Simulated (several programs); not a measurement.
# Many methods on one cell: SrO (h-MgO type)

SrO, h-MgO type, relaxed with r2SCAN in Ansatz, was computed with several methods. The symmetry is P6_3/mmc (No. 194, hexagonal); a = 4.270 Å, c = 5.144 Å in the conventional setting, 20.31 Å³ an atom. Sr has 5 O at 2.47–2.57 Å; O has 5 Sr at 2.47–2.57 Å. All values are calculated for a non-magnetic cell, which may be hypothetical.

```xyz
4
Lattice="4.2700 0.0000 0.0000 -2.1350 3.6980 0.0000 0.0000 0.0000 5.1445" Properties=species:S:1:pos:R:3 pbc="T T T"
Sr    0.0000    2.4653    1.2861
Sr    2.1350    1.2327    3.8583
O     2.1350    1.2327    1.2861
O     0.0000    2.4653    3.8583
```

Gaps and times are for a single point on this cell; volume and bulk modulus come from each method's own relaxation or energy curve at fixed shape, which is too stiff where a cell has free coordinates or axes. Times are rough, from shared hosts (Arm Neoverse V1; Intel Xeon Processor @ 2.70GHz), and each method has its own mesh and cell size. A dagger marks a closed or tiny gap in a crystal that DFT finds insulating: a failure of the method or a wrong SCF state. A double dagger marks a value from a curve with shape and coordinates held. PM6 (MOPAC), PM7 (MOPAC), GFN1-xTB (tblite), GFN2-xTB (tblite) treat a cluster of cells at its zone centre, which samples few k points: where these miss a band edge, the gap comes out too large for that reason alone. Gaps from k meshes are read at a limited set of points (mesh, symmetry points, PBE's band edges), so each method's own least gap may be somewhat smaller. xTB and the PM methods were fitted mostly to molecules, and can miss a solid's gap by electronvolts. Minimal bases can be far off for gaps. Times of the plane-wave ladder aren't listed, since it ran on unlike processors and cards. GLLB-SC's gap includes the derivative discontinuity. d marks a direct gap, i an indirect one (no mark: not told apart), a dash a value that wasn't computed or didn't pass its checks.

```json
{"method": "PBEsol", "kind": "semilocal", "gap (eV)": "–", "own volume (Å³/atom)": "19.85", "bulk modulus (GPa)": "–", "atoms computed": "4", "processor time": "–"}
{"method": "light PBE (260 eV and a coarse mesh)", "kind": "light plane-wave", "gap (eV)": "2.62 d", "own volume (Å³/atom)": "–", "bulk modulus (GPa)": "–", "atoms computed": "4", "processor time": "1.3 s"}
{"method": "PM7 (MOPAC)", "kind": "semi-empirical", "gap (eV)": "8.28", "own volume (Å³/atom)": "–", "bulk modulus (GPa)": "–", "atoms computed": "cluster", "processor time": "2.8 s"}
{"method": "PM6 (MOPAC)", "kind": "semi-empirical", "gap (eV)": "6.83", "own volume (Å³/atom)": "–", "bulk modulus (GPa)": "–", "atoms computed": "cluster", "processor time": "3.1 s"}
{"method": "GFN1-xTB (tblite)", "kind": "tight binding", "gap (eV)": "4.54", "own volume (Å³/atom)": "–", "bulk modulus (GPa)": "–", "atoms computed": "cluster", "processor time": "6.8 s"}
{"method": "LDA", "kind": "semilocal", "gap (eV)": "2.47 d", "own volume (Å³/atom)": "19.19", "bulk modulus (GPa)": "–", "atoms computed": "4", "processor time": "–"}
{"method": "GFN2-xTB (tblite)", "kind": "tight binding", "gap (eV)": "0.08†", "own volume (Å³/atom)": "–", "bulk modulus (GPa)": "–", "atoms computed": "cluster", "processor time": "8.5 s"}
{"method": "PBE", "kind": "semilocal", "gap (eV)": "2.66 d", "own volume (Å³/atom)": "20.66", "bulk modulus (GPa)": "69‡", "atoms computed": "4", "processor time": "–"}
{"method": "PBE/SZV (CP2K)", "kind": "small basis", "gap (eV)": "0.02†", "own volume (Å³/atom)": "–", "bulk modulus (GPa)": "–", "atoms computed": "4", "processor time": "12 s"}
{"method": "r2SCAN", "kind": "semilocal", "gap (eV)": "3.03 d", "own volume (Å³/atom)": "20.31", "bulk modulus (GPa)": "75‡", "atoms computed": "4", "processor time": "–"}
{"method": "PBE/DZVP (CP2K)", "kind": "small basis", "gap (eV)": "2.64 d", "own volume (Å³/atom)": "20.88‡", "bulk modulus (GPa)": "70‡", "atoms computed": "4", "processor time": "23 s"}
{"method": "GLLB-SC (GPAW)", "kind": "model potential", "gap (eV)": "6.03", "own volume (Å³/atom)": "–", "bulk modulus (GPa)": "–", "atoms computed": "4", "processor time": "57 s"}
{"method": "PBE+SOC", "kind": "semilocal", "gap (eV)": "2.66 d", "own volume (Å³/atom)": "–", "bulk modulus (GPa)": "–", "atoms computed": "4", "processor time": "–"}
{"method": "PBE0", "kind": "hybrid", "gap (eV)": "4.70 d", "own volume (Å³/atom)": "–", "bulk modulus (GPa)": "–", "atoms computed": "4", "processor time": "–"}
{"method": "HSE06", "kind": "hybrid", "gap (eV)": "4.00 d", "own volume (Å³/atom)": "20.22", "bulk modulus (GPa)": "–", "atoms computed": "4", "processor time": "–"}
{"method": "DDH-PBE0", "kind": "hybrid", "gap (eV)": "5.11 d", "own volume (Å³/atom)": "–", "bulk modulus (GPa)": "–", "atoms computed": "4", "processor time": "–"}
{"method": "Hartree-Fock", "kind": "exact exchange", "gap (eV)": "11.32 i", "own volume (Å³/atom)": "–", "bulk modulus (GPa)": "–", "atoms computed": "4", "processor time": "–"}
{"method": "r2SCANh", "kind": "hybrid", "gap (eV)": "3.77 d", "own volume (Å³/atom)": "–", "bulk modulus (GPa)": "–", "atoms computed": "4", "processor time": "–"}
{"method": "HSE06+SOC", "kind": "hybrid", "gap (eV)": "4.00 d", "own volume (Å³/atom)": "–", "bulk modulus (GPa)": "–", "atoms computed": "4", "processor time": "–"}
```

Against HSE06 (4.00 eV) and with closed or daggered gaps left aside, the nearest gap at the points sampled is that of HSE06+SOC (0.00 eV) and the farthest that of Hartree-Fock (+7.32 eV). HSE06 is only a yardstick of convenience: for gaps this wide it usually falls short of measured ones, so a larger value can be the better one.

Volumes against r2SCAN's: PBEsol -2.3 %, LDA -5.5 %, PBE +1.7 %, HSE06 -0.4 %.

Runs without a result: PBE/single zeta (GPAW) (single point, out of time).

Only the rows marked +SOC include spin-orbit coupling.
